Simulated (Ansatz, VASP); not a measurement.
## One calculation of ZrC, two programs

Contents of INCAR:

```
SYSTEM = ZrC
PREC = Accurate ; ENCUT = 600
EDIFF = 1E-6 ; ISMEAR = -1
SIGMA = 0.05 ; LREAL = .FALSE.
LASPH = .TRUE. ; NELM = 80
ALGO = Normal ; ISIF = 3
LWAVE = .FALSE. ; LCHARG = .FALSE.
GGA = CA ; IBRION = 2
NSW = 32 ; EDIFFG = -0.005
```

File KPOINTS:

```
Automatic mesh
0
G
  15 15 15
  0 0 0
```

POSCAR

```
ZrC
1.0
    0.0000000000      2.3207235877      2.3207235877
    2.3207235877      0.0000000000      2.3207235877
    2.3207235877      2.3207235877      0.0000000000
Zr C
1 1
Direct
    0.5000000000      0.5000000000      0.5000000000
    0.0000000000      0.0000000000      0.0000000000
```

Input for Ansatz:

```yaml
crystal:
  lattice:
    - [0.0, 2.3207235877, 2.3207235877]
    - [2.3207235877, 0.0, 2.3207235877]
    - [2.3207235877, 2.3207235877, 0.0]
  atoms:
    - { symbol: Zr, position: [0.5, 0.5, 0.5] }
    - { symbol: C, position: [0.0, 0.0, 0.0] }
kpoints:
  mp_grid: { grid: [15, 15, 15] }
scf:
  occupations: { method: fermi_dirac, width: 0.05 }
hamiltonian:
  xc: lda
  pseudopotentials: { kind: all_electron, lapw: { basis_error: 0.0005 } }
output:
  forces: true
  stress: true
  eigenvalues: true
relax:
  f_tol: 0.005
  max_steps: 12
  cell: {}
```

Alike in both runs: task relaxation of cell and atoms; functional LDA; k mesh 15 × 15 × 15; occupations fermi-dirac, width 0.05 eV; no spin polarisation.

|  | VASP | Ansatz |
| --- | --- | --- |
| version | VASP 6.6.1 | Ansatz 0.2.0 |
| potentials or method | VASP PAW LDA potentials, release 64 (Zr_sv, C) | all-electron LAPW, scalar-relativistic |
| plane-wave cutoff (eV) | 600 | see its input |

Ansatz gave:

- relaxed volume (Å³/atom): 12.50
- relaxed cell length with the largest relative difference (Å): 3.282

Q: What did VASP give for the same quantities?

A: Relaxed volume (Å³/atom): 12.53; relaxed cell length with the largest relative difference (Å): 3.284.

Ansatz ran all-electron here, so the differences hold the error of VASP's frozen core and of both bases.
